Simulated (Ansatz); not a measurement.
## SiO₂: how the energy converges with the cutoff

SiO₂, P1, a = 4.941 Å, b = 5.043 Å, c = 5.623 Å, α, β, γ = 91.0°, 89.5°, 119.3°. Ansatz: PBE, PAW, cutoff varied, Γ-centred 6×6×4 mesh on 9 atoms, Gaussian smearing 0.02 eV; no spin polarisation. Single points at one geometry with displaced atoms, the cutoff alone changed; ΔE is the energy at zero smearing over the run at 600 eV. The runs up to 350 eV lie under the cutoff recommended for these PAW datasets.

| cutoff (eV) | ΔE (meV/atom) |
| --- | --- |
| 200 | 4530.88 |
| 250 | 1263.39 |
| 300 | 309.30 |
| 350 | 63.00 |
| 420 | ? |

Q: Assume ΔE falls exponentially with the cutoff, fit y = ln ΔE against x, the cutoff in eV, to the other rows, and predict the missing value.

A: y = 8.419, 7.142, 5.734, 4.143. Means x = 275.0, y = 6.3595; Σ(Δx)² = 12500, ΣΔxΔy = -355.9; the slope is their ratio. y = 14.19 − 0.02847 x, a factor of ten per 81 eV. At 420 eV this gives ΔE = 9.32 meV/atom. The run gave 3.83, a ratio of 2.43. Between neighbouring rows the decay runs from a factor of ten per 58 eV to one per 90 eV, so one exponential is only a rough guide.

This form isn't the usual stable structure of the compound.

Cost: 6 runs of about 2 core-minutes in all, on Intel Xeon Platinum 8259CL (Skylake/Cascade Lake) (shared hosts).